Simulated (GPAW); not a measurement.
GaSb:

```
Sb Ga
1.0
    -2.75343    2.75343    1.59071
     2.75343   -2.75343    1.59071
     2.75343    2.75343   -1.59071
Sb Ga
1 1
Direct
  0.00000 0.00000 0.00000
  0.75000 0.25000 0.50000
```

Measurements of this composition are mostly on another form, of space group No. 216.

Base run:

| Quantity | Value |
| --- | --- |
| Program | GPAW 26.7.0 |
| Functional | PW91 |
| Potentials or basis | PAW data sets generated in the run's folder for this functional |
| Cutoff | 600 eV |
| Basis | pw |
| k mesh | 10 × 10 × 10 |
| Occupations | fermi-dirac, width 0.05 eV |
| Spin | no spin polarisation |

Its results: band gap on the k mesh none (metal or under the smearing width); pressure 0.0 GPa.

**Question.** After a change of settings the same cell gave: band gap on the k mesh none (metal or under the smearing width); pressure -3.1 GPa. Which change was it?
A. functional from PW91 to LDA; potentials or basis from PAW data sets generated in the run's folder for this functional to the program's PAW data sets (release 1.2.1) made for this functional
B. functional from PW91 to RPBE; potentials or basis from PAW data sets generated in the run's folder for this functional to the program's PAW data sets (release 1.2.1) made for this functional
C. functional from PW91 to r2SCAN; potentials or basis from PAW data sets generated in the run's folder for this functional to GPAW PAW data sets (gpaw-data 1.2.1)
D. functional from PW91 to PBEsol

**Answer.** D.

PBEsol binds more tightly than PW91, so the same cell stands under less pressure.

Runs at the PBE level aren't shown here.
